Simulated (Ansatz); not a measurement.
# C33O: the cost of one run

Method: DFT PBE+D3(BJ), plane waves, PAW, scalar-relativistic, no spin polarisation, in Ansatz 0.2.0.

## Step 1: The starting structure

The cell holds 34 atoms (C33O): a = 9.864 Å, b = 9.864 Å, c = 13.000 Å, α = 90.00°, β = 90.00°, γ = 120.00°.

Its coordinates follow in the input file.

## Step 2: End point A

The input, input.yaml:

```yaml
crystal:
  lattice:
    - [9.864, 0.0, 0.0]
    - [-4.932, 8.542475, 0.0]
    - [0.0, 0.0, 13.0]
  atoms:
    - { symbol: C, position: [0.0, 0.0, 0.0769231] }
    - { symbol: C, position: [0.1666667, 0.0833333, 0.0769231] }
    - { symbol: C, position: [0.0, 0.25, 0.0769231] }
    - { symbol: C, position: [0.1666667, 0.3333333, 0.0769231] }
    - { symbol: C, position: [0.0, 0.5, 0.0769231] }
    - { symbol: C, position: [0.1666667, 0.5833333, 0.0769231] }
    - { symbol: C, position: [0.0, 0.75, 0.0769231] }
    - { symbol: C, position: [0.1666667, 0.8333333, 0.0769231] }
    - { symbol: C, position: [0.25, 0.0, 0.0769231] }
    - { symbol: C, position: [0.4166667, 0.0833333, 0.0769231] }
    - { symbol: C, position: [0.25, 0.25, 0.0769231] }
    - { symbol: C, position: [0.4166667, 0.3333333, 0.0769231] }
    - { symbol: C, position: [0.25, 0.5, 0.0769231] }
    - { symbol: C, position: [0.4166667, 0.5833333, 0.0769231] }
    - { symbol: C, position: [0.25, 0.75, 0.0769231] }
    - { symbol: C, position: [0.4166667, 0.8333333, 0.0769231] }
    - { symbol: C, position: [0.5, 0.0, 0.0769231] }
    - { symbol: C, position: [0.6666667, 0.0833333, 0.0769231] }
    - { symbol: C, position: [0.5, 0.25, 0.0769231] }
    - { symbol: C, position: [0.6666667, 0.3333333, 0.0769231] }
    - { symbol: C, position: [0.5, 0.5, 0.0769231] }
    - { symbol: C, position: [0.6666667, 0.5833333, 0.0769231] }
    - { symbol: C, position: [0.5, 0.75, 0.0769231] }
    - { symbol: C, position: [0.6666667, 0.8333333, 0.0769231] }
    - { symbol: C, position: [0.75, 0.0, 0.0769231] }
    - { symbol: C, position: [0.9166667, 0.0833333, 0.0769231] }
    - { symbol: C, position: [0.75, 0.25, 0.0769231] }
    - { symbol: C, position: [0.9166667, 0.3333333, 0.0769231] }
    - { symbol: C, position: [0.75, 0.5, 0.0769231] }
    - { symbol: C, position: [0.9166667, 0.5833333, 0.0769231] }
    - { symbol: C, position: [0.75, 0.75, 0.0769231] }
    - { symbol: C, position: [0.9166667, 0.8333333, 0.0769231] }
    - { symbol: C, position: [0.7265234, 0.8063682, 0.1823077] }
    - { symbol: O, position: [0.7265234, 0.8063682, 0.2715385] }
basis:
  ecutwfc: 420.0
kpoints:
  mp_grid: { grid: [2, 2, 1] }
hamiltonian:
  xc: pbe
  dispersion: d3bj
scf:
  occupations: { method: gaussian, width: 0.05 }
  lower_state_search: "off"
relax:
  f_tol: 0.03
  max_steps: 60
  adjacent_minimum: "off"
output:
  write_density: true
  write_potential: true
  elf: true
  volumetric_format: npy
```

The run is started by

```sh
ansatz run input.yaml --threads 2 --pin off --max-ram 5120MiB --backend cpu --events-out ev --progress --plain --runs-dir out
```

Q: Estimate wall time and peak memory on 2 threads of Arm Neoverse V1, shared host.

About 3.4 min, with a peak of 1.8 GiB.
